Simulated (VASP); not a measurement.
Hf, 2 atoms in the cell. It takes space group P6_3/mmc (No. 194, hexagonal). Conventional cell: a = 3.192 Å, b = 3.192 Å, c = 5.045 Å, α = 90.00°, β = 90.00°, γ = 120.00°. Hf (site symmetry -6m2) is surrounded by 12 Hf at 3.12 to 3.19 Å. 

* Program: VASP 6.6.1
* Task: relaxation of cell and atoms
* Functional: PBEsol
* Potentials or basis: VASP PAW PBE potentials, release 64 (Hf)
* Cutoff: 580 eV
* k mesh: 15 × 15 × 8
* Occupations: gaussian, width 0.1 eV
* Spin: no spin polarisation
* Further INCAR settings: ALGO = Normal; EDIFF = 1e-07; IBRION = 2; EDIFFG = -0.005; NSW = 90; ISIF = 3

Potentials or basis: VASP PAW PBE potentials, release 64 (Hf).

The run is started by

```bash
$ cat potpaw_PBE.64/Hf/POTCAR > POTCAR
$ mpirun -np 1 vasp_std > vasp.out
```

Hardware: 1 thread of Intel(R) Xeon(R) 6975P-C (Granite Rapids), on a shared host.

Question: Estimate the wall time of this run.

Answer: Run time: 96 s on 1 thread of Intel(R) Xeon(R) 6975P-C (Granite Rapids), on a shared host, peak memory 0.22 GiB. Counts: scf iterations 48, k points 135, ion steps 10.
